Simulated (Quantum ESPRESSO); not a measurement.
# Zr (P6_3/mmc) in Quantum ESPRESSO: further runs, part 2 of 3

Quantum ESPRESSO 7.5. The steps go on from the part before.

### Step 3. Phonons, PBEsol, target pressure 5 GPa, at which the enthalpy is minimised

Input file pw.in:

```
&CONTROL
  calculation = 'scf'
  prefix = 'pwscf'
  outdir = './tmp'
  pseudo_dir = './pseudo'
  tprnfor = .true.
  tstress = .true.
  disk_io = 'low'
/
&SYSTEM
  ibrav = 0
  celldm(1) = 8
  nat = 2
  ntyp = 1
  ecutwfc = 45
  ecutrho = 360
  nbnd = 19
  occupations = 'smearing'
  smearing = 'mv'
  degauss = 0.01469973
/
&ELECTRONS
  conv_thr = 4d-10
  electron_maxstep = 120
  mixing_beta = 0.5
/
ATOMIC_SPECIES
Zr    91.2240 zr_pbesol_v1.uspp.F.UPF
CELL_PARAMETERS alat
  0.7634493543488   0.0000000000000   0.0000000000000
 -0.3817246771744   0.6611665353615   0.0000000000000
  0.0000000000000   0.0000000000000   1.2158025454311
ATOMIC_POSITIONS crystal
Zr     0.6666666667    0.3333333333    0.7500000000
Zr     0.3333333333    0.6666666667    0.2500000000
K_POINTS automatic
9 9 5 0 0 0
```

Input file relax.in:

```
&CONTROL
  calculation = 'vc-relax'
  prefix = 'pwscf'
  outdir = './tmp'
  pseudo_dir = './pseudo'
  tprnfor = .true.
  tstress = .true.
  disk_io = 'low'
  nstep = 40
  forc_conv_thr = 0.0001
  etot_conv_thr = 1d-06
/
&SYSTEM
  ibrav = 0
  celldm(1) = 8
  nat = 2
  ntyp = 1
  ecutwfc = 45
  ecutrho = 360
  nbnd = 19
  occupations = 'smearing'
  smearing = 'mv'
  degauss = 0.01469973
/
&ELECTRONS
  conv_thr = 4d-10
  electron_maxstep = 120
  mixing_beta = 0.5
/
&IONS
  ion_dynamics = 'bfgs'
/
&CELL
  cell_dynamics = 'bfgs'
  press = 50
  press_conv_thr = 0.2
/
ATOMIC_SPECIES
Zr    91.2240 zr_pbesol_v1.uspp.F.UPF
CELL_PARAMETERS alat
  0.7634493543488   0.0000000000000   0.0000000000000
 -0.3817246771744   0.6611665353615   0.0000000000000
  0.0000000000000   0.0000000000000   1.2158025454311
ATOMIC_POSITIONS crystal
Zr     0.6666666667    0.3333333333    0.7500000000
Zr     0.3333333333    0.6666666667    0.2500000000
K_POINTS automatic
9 9 5 0 0 0
```

Input file scf2.in:

```
&CONTROL
  calculation = 'scf'
  prefix = 'pwscf'
  outdir = './tmp'
  pseudo_dir = './pseudo'
  tprnfor = .true.
  tstress = .true.
  disk_io = 'low'
/
&SYSTEM
  ibrav = 0
  celldm(1) = 8
  nat = 2
  ntyp = 1
  ecutwfc = 45
  ecutrho = 360
  nbnd = 19
  occupations = 'smearing'
  smearing = 'mv'
  degauss = 0.01469973
/
&ELECTRONS
  conv_thr = 1d-13
  electron_maxstep = 120
  mixing_beta = 0.5
  startingpot = 'file'
  startingwfc = 'file'
/
ATOMIC_SPECIES
Zr    91.2240 zr_pbesol_v1.uspp.F.UPF
CELL_PARAMETERS alat
  0.7388569651162  -0.0000000000068   0.0000000000000
 -0.3694284825522   0.6398689015571   0.0000000000000
  0.0000000000000   0.0000000000000   1.1945340010180
ATOMIC_POSITIONS crystal
Zr     0.6666666666    0.3333333332    0.7500000000
Zr     0.3333333332    0.6666666666    0.2500000000
K_POINTS automatic
9 9 5 0 0 0
```

Input file ph.in:

```
phonons of Zr
&INPUTPH
  prefix = 'pwscf'
  outdir = './tmp'
  tr2_ph = 1d-18
  fildyn = 'dyn'
  niter_ph = 90
  alpha_mix(1) = 0.4
/
0.0000000000 0.0000000000 0.0000000000
```

Input file dynmat.in:

```
&INPUT
  fildyn = 'dyn'
  asr = 'crystal'
  filout = 'dynmat.disp'
  fileig = 'dynmat.eig'
/
```

Potentials or basis: GBRV 1.5 PBEsol.

The run is started by

```bash
> OMP_NUM_THREADS=1 mpirun -n 4 pw.x -nk 4 -in pw.in > pw.out
> OMP_NUM_THREADS=1 mpirun -n 4 pw.x -nk 4 -in relax.in > relax.out
> OMP_NUM_THREADS=1 mpirun -n 4 pw.x -nk 4 -in scf2.in > scf2.out
> OMP_NUM_THREADS=1 mpirun -n 4 ph.x -nk 4 -in ph.in > ph.out
> OMP_NUM_THREADS=1 mpirun -n 1 dynmat.x -in dynmat.in > dynmat.out
```

pw.out:

```text
This program is part of the open-source Quantum ESPRESSO suite
     for quantum simulation of materials; please cite
[... 6 lines left out ...]
     using ibrav=0 with symmetry is DISCOURAGED, use correct ibrav instead

     K-points division:     npool     =       4
     Subspace diagonalization in iterative solution of the eigenvalue problem:
     a serial algorithm will be used

     G-vector sticks info
     --------------------
     sticks:   dense  smooth     PW     G-vecs:    dense   smooth      PW
     Sum         925     463    151                36347    12827    2189

     Using Slab Decomposition

     bravais-lattice index     =            0
     lattice parameter (alat)  =       8.0000  a.u.
     unit-cell volume          =     314.2130 (a.u.)^3
     number of atoms/cell      =            2
     number of atomic types    =            1
     number of electrons       =        24.00
     number of Kohn-Sham states=           19
     kinetic-energy cutoff     =      45.0000  Ry
     charge density cutoff     =     360.0000  Ry
     scf convergence threshold =      4.0E-10
     mixing beta               =       0.5000
     number of iterations used =            8  plain     mixing
     Exchange-correlation= SLA  PW   PSX  PSC
                           (   1   4  10   8   0   0   0)

     celldm(1)=   8.000000  celldm(2)=   0.000000  celldm(3)=   0.000000
     celldm(4)=   0.000000  celldm(5)=   0.000000  celldm(6)=   0.000000

     crystal axes: (cart. coord. in units of alat)
               a(1) = (   0.763449   0.000000   0.000000 )
               a(2) = (  -0.381725   0.661167   0.000000 )
               a(3) = (   0.000000   0.000000   1.215803 )

     reciprocal axes: (cart. coord. in units 2 pi/alat)
               b(1) = (  1.309845  0.756239 -0.000000 )
               b(2) = (  0.000000  1.512478  0.000000 )
               b(3) = (  0.000000 -0.000000  0.822502 )

     PseudoPot. # 1 for Zr read from file:
     zr_pbesol_v1.uspp.F.UPF
     Pseudo is Ultrasoft + core correction, Zval = 12.0
     Generated by new atomic code, or converted to UPF format
     Using radial grid of  887 points,  6 beta functions with:
                l(1) =   0
                l(2) =   0
                l(3) =   1
                l(4) =   1
                l(5) =   2
                l(6) =   2
     Q(r) pseudized with  6 coefficients,  rinner =    1.200   1.200   1.200
                                                       1.200   1.200

     atomic species   valence    mass     pseudopotential
     Zr               12.00    91.22400     Zr( 1.00)

     24 Sym. Ops., with inversion, found (12 have fractional translation)

   Cartesian axes

     site n.     atom                  positions (alat units)
         1        Zr     tau(   1) = (   0.3817247   0.2203888   0.9118519  )
         2        Zr     tau(   2) = (  -0.0000000   0.4407777   0.3039506  )

     number of k points=    36  Marzari-Vanderbilt smearing, width (Ry)=  0.0147
                       cart. coord. in units 2pi/alat
        k(    1) = (   0.0000000   0.0000000   0.0000000), wk =   0.0049383
        k(    2) = (   0.0000000   0.0000000   0.1645004), wk =   0.0098765
        k(    3) = (   0.0000000   0.0000000   0.3290008), wk =   0.0098765
        k(    4) = (   0.0000000   0.1680531   0.0000000), wk =   0.0296296
        k(    5) = (   0.0000000   0.1680531   0.1645004), wk =   0.0592593
        k(    6) = (   0.0000000   0.1680531   0.3290008), wk =   0.0592593
[... 28 lines left out ...]
        k(   35) = (   0.4366149   0.7562391   0.1645004), wk =   0.0197531
        k(   36) = (   0.4366149   0.7562391   0.3290008), wk =   0.0197531

     Dense  grid:    36347 G-vectors     FFT dimensions: (  40,  40,  60)

     Smooth grid:    12827 G-vectors     FFT dimensions: (  27,  27,  48)

     Initial potential from superposition of free atoms

     starting charge      23.9961, renormalised to      24.0000

     negative rho (up, down):  1.209E-01 0.000E+00
     Starting wfcs are   26 randomized atomic wfcs

     Self-consistent Calculation

     iteration #  1     ecut=    45.00 Ry     beta= 0.50
     Davidson diagonalization with overlap
     ethr =  1.00E-02,  avg # of iterations =  2.0

     Threshold (ethr) on eigenvalues was too large:
     Diagonalizing with lowered threshold

     Davidson diagonalization with overlap
     ethr =  1.36E-04,  avg # of iterations =  2.1

     negative rho (up, down):  1.219E-01 0.000E+00

     total energy              =    -198.25832606 Ry
     estimated scf accuracy    <       0.03764297 Ry

     iteration #  2     ecut=    45.00 Ry     beta= 0.50
     Davidson diagonalization with overlap
     ethr =  1.57E-04,  avg # of iterations =  2.0

     negative rho (up, down):  1.232E-01 0.000E+00

     total energy              =    -198.26131276 Ry
     estimated scf accuracy    <       0.00278814 Ry

     iteration #  3     ecut=    45.00 Ry     beta= 0.50
     Davidson diagonalization with overlap
     ethr =  1.16E-05,  avg # of iterations =  2.4

     negative rho (up, down):  1.239E-01 0.000E+00

     total energy              =    -198.26164655 Ry
     estimated scf accuracy    <       0.00017975 Ry

     iteration #  4     ecut=    45.00 Ry     beta= 0.50
     Davidson diagonalization with overlap
     ethr =  7.49E-07,  avg # of iterations =  2.4

     negative rho (up, down):  1.237E-01 0.000E+00

     total energy              =    -198.26166502 Ry
     estimated scf accuracy    <       0.00000631 Ry

     iteration #  5     ecut=    45.00 Ry     beta= 0.50
     Davidson diagonalization with overlap
     ethr =  2.63E-08,  avg # of iterations =  3.3

     negative rho (up, down):  1.237E-01 0.000E+00

     total energy              =    -198.26166684 Ry
     estimated scf accuracy    <       0.00000276 Ry

     iteration #  6     ecut=    45.00 Ry     beta= 0.50
     Davidson diagonalization with overlap
     ethr =  1.15E-08,  avg # of iterations =  2.0

     negative rho (up, down):  1.237E-01 0.000E+00

     total energy              =    -198.26166752 Ry
     estimated scf accuracy    <       0.00000009 Ry

     iteration #  7     ecut=    45.00 Ry     beta= 0.50
     Davidson diagonalization with overlap
     ethr =  3.57E-10,  avg # of iterations =  2.0

     negative rho (up, down):  1.236E-01 0.000E+00

     End of self-consistent calculation

          k = 0.0000 0.0000 0.0000 (  1617 PWs)   bands (ev):

   -34.7166 -34.5603 -13.2765 -12.3952 -12.3952 -12.2597 -12.2520 -12.2520
     8.3571  10.9887  14.8854  14.8854  15.0366  15.2066  15.5802  15.5802
    16.1521  16.1521  18.4667

          k = 0.0000 0.0000 0.1645 (  1611 PWs)   bands (ev):

   -34.7019 -34.5755 -13.1852 -12.3816 -12.3816 -12.3634 -12.2659 -12.2659
     8.6875  10.9468  14.6598  14.7467  14.7467  14.7871  15.3472  15.3472
    16.6224  16.6224  18.5354

          k = 0.0000 0.0000 0.3290 (  1640 PWs)   bands (ev):

   -34.6632 -34.6149 -12.9411 -12.6276 -12.3461 -12.3461 -12.3019 -12.3019
     9.5555  10.5191  14.0517  14.2623  14.7023  14.7023  14.9394  14.9394
    17.5388  17.5388  18.3129

          k = 0.0000 0.1681 0.0000 (  1629 PWs)   bands (ev):

   -34.7027 -34.5546 -13.2388 -12.4776 -12.4221 -12.3372 -12.2762 -12.2630
     8.6992  11.2966  14.2450  14.5573  15.2052  15.2703  15.5516  15.8458
    15.8704  15.8797  18.6721

          k = 0.0000 0.1681 0.1645 (  1611 PWs)   bands (ev):

   -34.6887 -34.5690 -13.1570 -12.4609 -12.4244 -12.4071 -12.2979 -12.2784
     9.0138  11.2692  14.0027  14.2884  14.8467  14.9963  15.3587  15.6033
    16.4688  16.5374  18.6657

          k = 0.0000 0.1681 0.3290 (  1610 PWs)   bands (ev):

   -34.6521 -34.6063 -12.9387 -12.6600 -12.4094 -12.3676 -12.3486 -12.3185
     9.8517  10.8255  13.6209  14.0625  14.5151  14.9415  14.9510  15.1910
    17.4363  17.5369  18.2995

          k = 0.0000 0.3361 0.0000 (  1607 PWs)   bands (ev):

   -34.6659 -34.5414 -13.1348 -12.6860 -12.5436 -12.4867 -12.3263 -12.2936
     9.6072  11.9181  13.3997  13.5680  14.7761  15.3239  15.4102  16.1244
    16.3087  16.7268  19.0121

          k = 0.0000 0.3361 0.1645 (  1610 PWs)   bands (ev):

   -34.6542 -34.5535 -13.0889 -12.6585 -12.6029 -12.4685 -12.3446 -12.3123
     9.8552  11.9518  13.0458  13.6727  14.5333  15.2178  15.3064  16.2558
    16.7108  16.7548  18.8637
[... 139 lines left out ...]
          k = 0.2911 0.6722 0.1645 (  1598 PWs)   bands (ev):

   -34.5624 -34.5338 -13.0370 -12.9475 -12.7900 -12.6372 -12.5653 -12.4668
    11.7841  12.4416  12.5351  13.0519  14.1672  14.4796  15.5825  17.7171
    18.1149  19.1038  20.4972

          k = 0.2911 0.6722 0.3290 (  1595 PWs)   bands (ev):

   -34.5535 -34.5426 -13.0849 -13.0488 -12.7521 -12.6702 -12.4639 -12.4135
    11.8016  12.1206  13.0042  13.5137  13.7784  14.2729  15.7950  16.4961
    18.3804  19.0101  20.7587

          k = 0.4366 0.7562 0.0000 (  1608 PWs)   bands (ev):

   -34.5431 -34.5431 -12.9620 -12.8065 -12.8065 -12.6647 -12.6647 -12.6370
    11.9220  12.6716  12.6716  12.8933  14.2844  14.2844  15.8260  18.3549
    18.3549  18.7482  20.3758

          k = 0.4366 0.7562 0.1645 (  1599 PWs)   bands (ev):

   -34.5431 -34.5431 -12.9319 -12.9247 -12.9247 -12.6690 -12.5419 -12.5419
    12.1173  12.6438  12.6438  12.9119  14.1649  14.1649  15.7753  17.7616
    18.4425  18.4425  20.7145

          k = 0.4366 0.7562 0.3290 (  1587 PWs)   bands (ev):

   -34.5430 -34.5430 -13.0259 -13.0259 -12.8523 -12.7519 -12.4332 -12.4332
    12.5590  12.5839  12.5839  12.8687  14.0245  14.0245  15.8347  16.4741
    18.4409  18.4409  21.7297

     the Fermi energy is    14.0208 ev

!    total energy              =    -198.26166754 Ry
     estimated scf accuracy    <          3.9E-10 Ry
     smearing contrib. (-TS)   =       0.00002976 Ry
     internal energy E=F+TS    =    -198.26169730 Ry

     The total energy is F=E-TS. E is the sum of the following terms:
     one-electron contribution =     -35.98460852 Ry
     hartree contribution      =      27.15028631 Ry
     xc contribution           =     -35.28999449 Ry
     ewald contribution        =    -154.13738060 Ry

     convergence has been achieved in   7 iterations

     negative rho (up, down):  1.236E-01 0.000E+00

     Forces acting on atoms (cartesian axes, Ry/au):

     atom    1 type  1   force =    -0.00000000   -0.00000000    0.00000000
     atom    2 type  1   force =     0.00000000    0.00000000    0.00000000

     Total force =     0.000000     Total SCF correction =     0.000000

     Computing stress (Cartesian axis) and pressure

     negative rho (up, down):  1.236E-01 0.000E+00
          total   stress  (Ry/bohr**3)                   (kbar)     P=      -33.82
  -0.00023978  -0.00000000   0.00000000          -35.27       -0.00        0.00
  -0.00000000  -0.00023978   0.00000000           -0.00      -35.27        0.00
  -0.00000000   0.00000000  -0.00021021           -0.00        0.00      -30.92

=------------------------------------------------------------------------------=
   JOB DONE.
=------------------------------------------------------------------------------=
```

Wall time 3.9 min (4 MPI ranks of Intel Xeon at 2.50GHz (Skylake/Cascade Lake), shared host); peak memory 0.4 GiB.

Results:

```yaml
Free_energy: -2697.4740 eV
Relaxed_volume: 21.42 Å³/atom
Relaxed_cell: a = 3.128 Å, b = 3.128 Å, c = 5.057 Å, α = 90.00°, β = 90.00°, γ = 120.00°
Space_group_after_relaxing_to_0.05_Å: P6_3/mmc (No. 194)
Pressure_after_relaxing: 5.0 GPa
Band_gap_on_the_k_mesh: none (metal or under the smearing width)
Highest_phonon_frequency_at_Γ: 193 cm⁻¹
```

The path:
| step | energy change (eV) | largest force (eV/Å) | pressure (GPa) | volume (Å³) |
| --- | --- | --- | --- | --- |
| 1 | 0.0000 | 0.0000 | -3.38 | 46.56 |
| 2 | -0.0168 | 0.0000 | 0.78 | 44.60 |
| 3 | 0.0173 | 0.0000 | 5.38 | 42.76 |
| 4 | 0.0130 | 0.0000 | 5.03 | 42.88 |
| 5 | 0.0107 | 0.0000 | 4.83 | 42.94 |
| 6 | 0.0115 | 0.0000 | 4.86 | 42.90 |
| 7 | 0.0129 | 0.0000 | 4.96 | 42.86 |
| 8 | 0.0133 | 0.0000 | 5.00 | 42.85 |

Final structure:
```
CELL_PARAMETERS angstrom
3.12789 0.00000 0.00000
-1.56395 2.70883 0.00000
0.00000 0.00000 5.05696
ATOMIC_POSITIONS crystal
Zr 0.66667 0.33333 0.75000
Zr 0.33333 0.66667 0.25000
```

Levels at points of the mesh, in eV from the Fermi level:
```
           k point  band 8  band 9  band 10  band 11  band 12  band 13  band 14  band 15  band 16  band 17
(0.00, 0.00, 0.00)  -25.98   -5.79    -3.26     0.90     0.90     0.91     1.41     1.64     1.64     2.41
```

Phonon frequencies in cm⁻¹ (negative: imaginary):
| q point | frequencies |
| --- | --- |
| (0.000, 0.000, 0.000) | -3 -3 -3 61 61 193 |

Optical modes at Γ, degenerate ones joined:
| cm⁻¹ | components | symmetry | active in |
| --- | --- | --- | --- |
| 61 | 2 | E2g | Raman |
| 193 | 1 | B1g | silent |

Caveat: the mesh is thin for the phonons of a metal; the cell is more than 3 GPa from zero pressure, which shifts response properties.

(Part 2 of 3 ends here.)
